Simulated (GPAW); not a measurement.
# Si in GPAW: convergence with k mesh

Crystal: Si.

```xyz
4
Lattice="-3.3254 3.3254 1.9224 3.3254 -3.3254 1.9224 3.3254 3.3254 -1.9224" Properties=species:S:1:pos:R:3 pbc="T T T"
Si   -2.1363    2.1363    1.9224
Si    2.1363   -2.1363    1.9224
Si    2.1363    2.1363    1.9224
Si    1.1892    1.1892    0.0000
```

This isn't the form of Si at room conditions, which is diamond.

| Item | Value |
| --- | --- |
| Program | GPAW 26.7.0 |
| Task | convergence study |
| Functional | PBEsol |
| Potentials or basis | PAW data sets generated in the run's folder for this functional |
| Cutoff | 600 eV |
| Basis | pw |
| k mesh | 2 × 2 × 2 |
| Occupations | fermi-dirac, width 0.05 eV |
| Spin | no spin polarisation |

These are the settings of the first run; the series varies k mesh, with any setting tied to it.

Hardware: 1 thread of Arm Neoverse V2, with other jobs on the host.

| k mesh | energy less the tightest run, at zero smearing (meV/atom) | pressure (GPa) | largest force (eV/Å) | gap on the mesh (eV) | SCF cycles | CPU time (s) | peak memory (GiB) |
| --- | --- | --- | --- | --- | --- | --- | --- |
| 2 × 2 × 2 | 284.66 | 0.92 | 0.156 | 0.262 | 10 | 7.1 | 0.16 |
| 3 × 3 × 3 | 69.06 | 0.47 | 0.004 | 1.181 | 10 | 9.1 | 0.17 |
| 4 × 4 × 4 | 18.85 | 0.02 | 0.020 | 0.162 | 10 | 15 | 0.17 |
| 5 × 5 × 5 | 5.94 | -0.03 | 0.008 | 0.648 | 10 | 20 | 0.18 |
| 6 × 6 × 6 | 2.56 | -0.09 | 0.009 | 0.164 | 10 | 31 | 0.19 |
| 7 × 7 × 7 | 0.96 | -0.09 | 0.008 | 0.330 | 10 | 38 | 0.21 |
| 9 × 9 × 9 | 0.13 | -0.09 | 0.009 | 0.393 | 10 | 71 | 0.26 |
| 11 × 11 × 11 | 0.00 | -0.10 | 0.009 | 0.292 | 10 | 120 | 0.33 |

Against the tightest run, the energy stays within 1 meV/atom from 7 × 7 × 7 on; the pressure stays within 0.1 GPa from 5 × 5 × 5 on; the largest force stays within 0.005 eV/Å from 5 × 5 × 5 on. Not settled before the last step: the gap on the mesh (to 0.01 eV). Meshes of other sizes hit other points, so gaps and Fermi surfaces needn't settle smoothly. The tightest run that finished is the yardstick and may itself not be fully converged.

Caveat, for the tightest run too: an odd mesh through Γ misses points on the zone boundary, where band edges often lie.
